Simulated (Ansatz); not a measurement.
Crystal: MoS2.

```
Mo S
1.0
     3.16900    0.00000    0.00000
    -1.58450    2.74443    0.00000
     0.00000    0.00000   12.32400
Mo S
2 4
Direct
  0.66667 0.33333 0.75000
  0.33333 0.66667 0.25000
  0.66667 0.33333 0.37700
  0.33333 0.66667 0.87700
  0.66667 0.33333 0.12300
  0.33333 0.66667 0.62300
```

Base run:

```yaml
Program: Ansatz 0.2.0
Functional: PBEsol
Potentials_or_basis: Ansatz PAW
Cutoff: "420 eV (not typed: the program's choice for these potentials)"
k_mesh: 10 × 10 × 3
Occupations: fermi-dirac, width 0.05 eV
Spin: no spin polarisation
Hubbard_terms: Mo d U = 5 eV
```

Its results: band gap on the k mesh 1.02 eV, indirect (least direct gap 1.61 eV); pressure -2.9 GPa; largest force 0.328 eV/Å.

Q: The run is repeated on the same cell with these changes: functional from PBEsol to LDA. What comes out?

A: Band gap on the k mesh 1.00 eV, indirect (least direct gap 1.61 eV); pressure -5.7 GPa; largest force 0.497 eV/Å.

LDA binds more tightly than PBEsol, so the same cell stands under less pressure.

Caveats: the k mesh misses the band edges, so the gap on the mesh is wider than the one along the path; the PAW data sets come from PBE, with cores solved anew for the run's functional, which leaves a small shift of forces and pressure; this functional lacks dispersion, which binds the layers, so the pressure and a relaxed spacing across them are unreliable (some runs).
